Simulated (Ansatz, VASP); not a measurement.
## TaN in VASP and in Ansatz

```xyz
6
Lattice="5.0426 0.0000 0.0000 -2.5213 4.3670 0.0000 0.0000 0.0000 2.8659" Properties=species:S:1:pos:R:3 pbc="T T T"
Ta    0.0000    0.0000    0.0000
Ta    0.0000    2.9113    1.4330
Ta    2.5213    1.4557    1.4330
N     2.5213    0.0000    0.0000
N     1.2606    2.1835    0.0000
N    -1.2606    2.1835    0.0000
```

Alike in both runs: functional LDA; k mesh 5 × 5 × 8; no spin polarisation.

Ansatz relaxed the structure, and its values are those at the end. VASP's run is a single point on that final structure, the one shown.

|  | VASP | Ansatz |
| --- | --- | --- |
| version | VASP 6.6.1 | Ansatz 0.2.0 |
| potentials or method | VASP PAW LDA potentials, release 64 (Ta_pv, N) | plane waves, PAW |
| plane-wave cutoff (eV) | 520 | 420 |
| occupations | fermi-dirac, width 0.1 eV | fermi-dirac |
| valence electrons in the cell | 48 | 54 |

|  | VASP | Ansatz | Ansatz less VASP |
| --- | --- | --- | --- |
| pressure (GPa) | 22.3 | 20.0 | -2.33 |

The two sets of potentials don't hold the same shells in valence.

Caveats: so large a pressure means that the cell lies far from this level's equilibrium, or that cutoff or potentials fall short (VASP). The runs have no spin-orbit coupling, so splittings on Ta are missing.
